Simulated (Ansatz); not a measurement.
# NaI in Ansatz: convergence with smearing width

Input of the first run (smearing width 0.3 eV); the others differ in this setting and in those tied to it:

The input input.yaml:

```yaml
crystal:
  lattice:
    - [0.0, 3.2364, 3.2364]
    - [3.2364, 0.0, 3.2364]
    - [3.2364, 3.2364, 0.0]
  atoms:
    - { symbol: I, position: [0.5, 0.5, 0.5] }
    - { symbol: Na, position: [0.0, 0.0, 0.0] }
hamiltonian:
  xc: pbe
  pseudopotentials: { kind: paw }
kpoints:
  mp_grid: { grid: [6, 6, 6] }
scf:
  occupations: { method: fermi_dirac, width: 0.3 }
output:
  forces: true
  stress: true
  eigenvalues: true
```

Potentials or basis: Ansatz PAW.

Run with:

```console
$ ansatz run input.yaml --threads 2 --pin off --max-ram 5632MiB --backend cpu --events-out ev --progress --plain --runs-dir out
```

Hardware: 2 threads of Intel(R) Xeon(R) Platinum 8375C CPU @ 2.90GHz (Ice Lake), with other jobs on the host.

```csv
smearing width,"energy less the tightest run, at zero smearing (meV/atom)",SCF cycles,CPU time (s),peak memory (GiB)
0.3 eV,0.34,10,1.6,0.36
0.2 eV,0.01,8,1.2,0.36
0.15 eV,0.00,10,1.4,0.36
0.1 eV,0.00,10,1.4,0.36
0.05 eV,0.00,10,1.3,0.36
0.025 eV,0.00,10,1.2,0.36
0.01 eV,0.00,10,1.3,0.35
0.005 eV,0.00,10,1.4,0.36
```

Against the tightest run, the energy stays within 1 meV/atom from 0.3 eV on. The tightest run that finished is the yardstick and may itself not be fully converged.

Caveat, for the tightest run too: spin-orbit coupling is left out, which moves the levels of the heavy elements.
